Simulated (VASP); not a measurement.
# GaP: relaxation of cell and atoms with r2SCAN

The system is GaP.

```
Ga P
1.0
     0.00000    2.72525    2.72525
     2.72525    0.00000    2.72525
     2.72525    2.72525    0.00000
Ga P
1 1
Direct
  0.00000 0.00000 0.00000
  0.75000 0.75000 0.75000
```

* Program: VASP 6.6.1
* Task: relaxation of cell and atoms
* Functional: r2SCAN
* Potentials or basis: VASP PAW PBE potentials, release 64 (Ga_d, P)
* Cutoff: 600 eV
* k mesh: 8 × 8 × 8
* Occupations: fermi-dirac, width 0.05 eV
* Spin: no spin polarisation
* Further INCAR settings: ALGO = Normal; EDIFF = 1e-07; IBRION = 2; EDIFFG = -0.01; NSW = 40; ISIF = 3

```yaml
Pressure_after_relaxing: 0.0 GPa
Band_gap_on_the_k_mesh: 1.90 eV, indirect (least direct gap 2.34 eV)
```

Final structure:
```
Ga P
1.0
     0.00000    2.72525    2.72525
     2.72525    0.00000    2.72525
     2.72525    2.72525    0.00000
Ga P
1 1
Direct
  0.00000 0.00000 0.00000
  0.75000 0.75000 0.75000
```

Levels at points of the mesh, in eV from the valence-band top:
| k point | band 5 | band 6 | band 7 | band 8 | band 9 | band 10 | band 11 | band 12 | band 13 |
| --- | --- | --- | --- | --- | --- | --- | --- | --- | --- |
| (0.00, 0.00, 0.00) | -14.88 | -13.02 | 0.00 | 0.00 | 0.00 | 2.34 | 4.19 | 4.19 | 4.19 |
| (0.50, 0.00, 0.00) | -14.87 | -10.86 | -6.84 | -1.17 | -1.17 | 2.04 | 5.06 | 5.06 | 8.83 |
| (0.50, 0.50, 0.00) | -14.85 | -9.92 | -6.96 | -2.80 | -2.80 | 1.91 | 2.10 | 11.35 | 11.35 |

Wall time 67 s on 1 thread of AMD EPYC 9R45 (Zen 5), on a shared host, peak memory 0.15 GiB.

Caveat: the relaxation stopped at its first step, so nothing moved; the PAW data sets were made with another functional, which shifts forces and pressure a little. r2SCAN opens gaps a little over a GGA but as a rule still falls short of measured ones.
